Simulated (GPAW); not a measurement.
Set up this calculation in GPAW 26.7.0, as an ASE script.

```yaml
Task: relaxation of cell and atoms
Functional: PBE
Potentials_or_basis: GPAW PAW data sets (gpaw-data 1.2.1)
Cutoff: 600 eV
Basis: pw
k_mesh: 6 × 6 × 4
Occupations: fermi-dirac, width 0.05 eV
Spin: no spin polarisation
Maxiter: 150
Optimizer: LBFGS
Fmax: 0.02 eV/Å
Max_steps: 60
Convergence: density=1e-06 energy=1e-06 eigenstates=1e-10
```

The structure of Te2Pt (Moncheite) lies in Te2Pt.cif:

```cif
data_Te2Pt
_cell_length_a 4.01000000
_cell_length_b 4.01000000
_cell_length_c 5.20100000
_cell_angle_alpha 90.00000000
_cell_angle_beta 90.00000000
_cell_angle_gamma 120.00000000
_space_group_name_H-M_alt 'P1'
_space_group_name_Hall 'P 1'
_space_group_IT_number 1
loop_
_space_group_symop_operation_xyz
'x,y,z'
loop_
_atom_site_label
_atom_site_type_symbol
_atom_site_symmetry_multiplicity
_atom_site_Wyckoff_symbol
_atom_site_fract_x
_atom_site_fract_y
_atom_site_fract_z
_atom_site_occupancy
Pt1 Pt 1 a 0.0000000000 0.0000000000 0.0000000000 1
Te1 Te 1 a 0.6666666667 0.3333333333 0.7500000000 1
Te2 Te 1 a 0.3333333333 0.6666666667 0.2500000000 1
```

One way to write it, as run:

run.py

```python
from ase.filters import FrechetCellFilter
from ase.io import read, write
from ase.optimize import LBFGS
from gpaw import GPAW, PW

atoms = read('Te2Pt.cif')

calc = GPAW(mode=PW(600),
            xc='PBE',
            kpts={'size': (6, 6, 4), 'gamma': True},
            occupations={'name': 'fermi-dirac', 'width': 0.05},
            nbands=26,
            convergence={'density': 1e-06, 'energy': 1e-06, 'eigenstates': 1e-10},
            maxiter=150,
            txt='gpaw.txt')
atoms.calc = calc
opt = LBFGS(FrechetCellFilter(atoms), trajectory='relax.traj', logfile='-')
done = opt.run(fmax=0.02, steps=60)
calc.write('gs.gpw')
write('result.traj', atoms)
print('Converged:', done)
print('Cell:', atoms.cell.cellpar().round(4))
print('Volume:', round(atoms.get_volume(), 4))
print(atoms.get_scaled_positions().round(5))
```

Potentials or basis: GPAW PAW data sets (gpaw-data 1.2.1), pw.

Command:

```console
$ OMP_NUM_THREADS=1 python run.py
```

It gave:

```yaml
Relaxed_volume: 25.77 Å³/atom
Relaxed_cell: a = 4.078 Å, b = 4.078 Å, c = 5.367 Å, α = 90.00°, β = 90.00°, γ = 120.00°
Space_group_after_relaxing_to_0.05_Å: P-3m1 (No. 164)
Energy_gained_by_relaxing: 43.2 meV/atom
Ionic_steps: 13
Pressure_after_relaxing: 0.1 GPa
Largest_force_after_relaxing: 0.008 eV/Å
Band_gap_on_the_k_mesh: none (metal or under the smearing width)
```

Caveat: later steps reuse the first step's grids.

Wall time 6.9 min on 1 thread of Arm Neoverse V1, on a shared host, peak memory 0.3 GiB.
